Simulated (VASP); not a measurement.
Wanted: the native input for a VASP 6.6.1 run.

* Task: single point
* Functional: PBE
* Potentials or basis: VASP PAW PBE potentials, release 64 (In_d, Pd)
* Cutoff: 520 eV
* k mesh: 8 × 8 × 8
* Occupations: gaussian, width 0.1 eV
* Spin: no spin polarisation
* Further INCAR settings: ALGO = Fast; EDIFF = 1e-07

The structure of InPd lies in POSCAR:

```
InPd
3.2719
    0.999995348269      0.000000000000      0.000000000000
    0.000000000000      0.999995348269      0.000000000000
    0.000000000000      0.000000000000      0.999995348269
In Pd
1 1
Direct
    0.0000000000      0.0000000000      0.0000000000
    0.5000000000      0.5000000000      0.5000000000
```

The cell comes from a database or a generator and needn't be the stable form of this composition.

The input as run:

INCAR

```
PREC = Accurate
ENCUT = 520
EDIFF = 1E-7
ISMEAR = 0
SIGMA = 0.1
LREAL = False
LASPH = True
NELM = 60
ALGO = Fast
ISIF = 2
LWAVE = False
LCHARG = False
GGA = PE
```

KPOINTS

```
regular mesh
0
Gamma
  8 8 8
```

Potentials or basis: VASP PAW PBE potentials, release 64 (In_d, Pd).

Command:

```sh
$ cat potpaw_PBE.64/In_d/POTCAR potpaw_PBE.64/Pd/POTCAR > POTCAR
$ mpirun -np 1 vasp_std > vasp.out
```

Results of the run:

```yaml
Pressure: 3.9 GPa
Band_gap_on_the_k_mesh: none (metal or under the smearing width)
```

It took 10 s on 1 thread of Intel(R) Xeon(R) Platinum 8488C (Sapphire Rapids), with other jobs on the host, peak memory 0.14 GiB.
